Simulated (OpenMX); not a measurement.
**ZrSe2: band structure with LDA**

**Measured values to compare with.**

“Stress-Tuned Optical Transitions in Layered 1T-MX2 (M= Hf, Zr, Sn; X= S, Se) Crystals”, 2022, arxiv:2210.12074 quotes, for a bulk crystal of ZrSe2: band gap 1.2 eV (indirect).

ZrSe2:

```
CELL_PARAMETERS angstrom
3.79800 0.00000 0.00000
-1.89900 3.28916 0.00000
0.00000 0.00000 6.19200
ATOMIC_POSITIONS crystal
Zr 0.00000 0.00000 0.00000
Se 0.66667 0.33333 0.75000
Se 0.33333 0.66667 0.25000
```

```
Program             : OpenMX 3.8.5
Task                : band structure
Functional          : LDA
Potentials or basis : OpenMX 2013 LDA set, Zr7.0-s3p2d2, Se7.0-s3p2d2, grid cutoff 400 Ry
k mesh              : 9 × 9 × 5
Occupations         : fermi-dirac, width 0.05 eV
Spin                : no spin polarisation
Mixing scheme       : rmm-diisk
SCF threshold       : 1e-08 Ha
Solver              : band
Max SCF cycles      : 100
```

- Pressure: -2.0 GPa
- Largest force: 0.243 eV/Å
- Band gap on the k mesh: 0.21 eV, indirect (least direct gap 0.85 eV)
- Band gap along the path: 0.17 eV, indirect (least direct gap 0.85 eV)
- Mulliken charges: Zr +0.73; Se -0.36 e

Forces on the atoms (eV/Å):
```
Zr   0.000  0.000  0.000
Se   0.000  0.002 -0.243
Se   0.000 -0.002  0.243
```

Levels at the corners of the path, in eV from the valence-band top:
| point | band 10 | band 11 | band 12 | band 13 | band 14 | band 15 |
| --- | --- | --- | --- | --- | --- | --- |
| Γ | -0.08 | -0.08 | 0.00 | 0.85 | 0.85 | 1.38 |
| M | -2.63 | -2.21 | -1.44 | 0.37 | 2.31 | 2.65 |
| K | -2.41 | -2.41 | -1.85 | 1.50 | 2.43 | 2.43 |
| Γ | -0.08 | -0.08 | 0.00 | 0.85 | 0.85 | 1.38 |
| A | -2.12 | -0.25 | -0.25 | 0.82 | 0.82 | 1.75 |
| L | -2.64 | -1.12 | -1.03 | 0.17 | 2.31 | 2.63 |
| H | -2.49 | -2.09 | -2.09 | 1.57 | 2.03 | 2.03 |
| A|L | -2.12 | -0.25 | -0.25 | 0.82 | 0.82 | 1.75 |
| M|K | -2.63 | -2.21 | -1.44 | 0.37 | 2.31 | 2.65 |
| H | -2.49 | -2.09 | -2.09 | 1.57 | 2.03 | 2.03 |

It took 82 s on 1 thread of Arm Neoverse V2, with other jobs on the host, peak memory 0.84 GiB.

Measured gap of ZrSe2: 1.2 eV (indirect; quoted in “Stress-Tuned Optical Transitions in Layered 1T-MX2 (M= Hf, Zr, Sn; X= S, Se) Crystals”, 2022, arxiv:2210.12074). This calculation gives 0.17 eV (-1.03 eV). So large a miss can be the level of theory's own, or it may mean another phase, state or a wrong row. Spin-orbit coupling on Se, Zr is left out. The value is that of LDA in an atomic basis (OpenMX 2013 LDA set, Zr7.0-s3p2d2, Se7.0-s3p2d2, grid cutoff 400 Ry), whose error adds to the functional's,, without temperature or zero-point motion. Semilocal functionals fall short of measured gaps as a rule.

Caveat: Mulliken charges move with the basis; the basis of atomic orbitals isn't converged, which shifts pressures, moduli and gaps.
